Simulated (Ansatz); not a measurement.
## CdSe: computed properties

Computed with Ansatz 0.2.0, DFT PBE, scalar-relativistic, plane waves, PAW.

Cutoff 420 eV; k points 12×12×4 on the computed 6-atom cell (Γ-centred); Gaussian smearing, width 0.10 eV; no spin polarisation.

The structure is relaxed at this level of theory with its symmetry kept, and needn't be the ground state of this composition.

```
Cd Se
1.0
     4.28220    0.00000    0.00000
    -2.14110    3.70849    0.00000
     0.00000    0.00000    9.94180
Cd Se
3 3
Direct
  0.53870 0.53870 0.50000
  0.00000 0.46130 0.83333
  0.46130 0.00000 0.16667
  0.51687 0.51687 0.00000
  0.48313 0.00000 0.66667
  0.00000 0.48313 0.33333
```

| Property | Result |
| --- | --- |
| Space group | P3_221 (No. 154) |
| Volume per atom | 26.31 Å³ |
| Formation energy from the elements' standard states (uncorrected) | -0.525 eV/atom |
| Kohn–Sham band gap | zero, with almost no states at the Fermi level |
| Density of states at the Fermi level | 0.0 states/eV per cell |
| Orbital (Löwdin) character within 0.5 eV of the Fermi level | Se 4p 91 % |
| Bader charge by site (e) | Cd (3 in the cell) 0.73, Se (3 in the cell) -0.73 |

Another cell of CdSe relaxed alike, in Pnma, lies 32 meV/atom lower, so this cell isn't the stable form at this level.

The cell was found from a structure generator's guess, not taken from experiment. Löwdin shares on free-atom orbitals overweight diffuse shells.
